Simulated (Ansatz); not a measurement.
Wanted: the native input for an Ansatz 0.2.0 run.

```yaml
Task: single point
Functional: PBE
Potentials_or_basis: Ansatz PAW
Cutoff: "420 eV (not typed: the program's choice for these potentials)"
k_mesh: 8 × 8 × 5
Occupations: gaussian, width 0.025 eV
Spin: no spin polarisation
```

Crystal: PtSe2 (Sudovikovite).

```xyz
3
Lattice="3.7240 0.0000 0.0000 -1.8620 3.2251 0.0000 0.0000 0.0000 5.0620" Properties=species:S:1:pos:R:3 pbc="T T T"
Pt    0.0000    0.0000    0.0000
Se    1.8620    1.0750    3.7965
Se    0.0000    2.1501    1.2655
```

One way to write it, as run:

input.yaml

```yaml
crystal:
  lattice:
    - [3.724, 0.0, 0.0]
    - [-1.862, 3.2250786037, 0.0]
    - [0.0, 0.0, 5.062]
  atoms:
    - { symbol: Pt, position: [0.0, 0.0, 0.0] }
    - { symbol: Se, position: [0.6666666667, 0.3333333333, 0.75] }
    - { symbol: Se, position: [0.3333333333, 0.6666666667, 0.25] }
hamiltonian:
  xc: pbe
  pseudopotentials: { kind: paw }
kpoints:
  mp_grid: { grid: [8, 8, 5] }
scf:
  occupations: { method: gaussian, width: 0.025 }
output:
  forces: true
  stress: true
  eigenvalues: true
```

Potentials or basis: Ansatz PAW.

Command:

```sh
$ ansatz run input.yaml --threads 2 --pin off --max-ram 5632MiB --backend cpu --events-out ev --progress --plain --runs-dir out
```

It gave:

| Property | Result |
| --- | --- |
| Pressure | 7.3 GPa |
| Largest force | 0.570 eV/Å |
| Band gap on the k mesh | none (metal or under the smearing width) |

It took 13 s on 2 threads of Intel(R) Xeon(R) Processor @ 2.50GHz (Skylake/Cascade Lake) (shared host), peak memory 0.4 GiB.
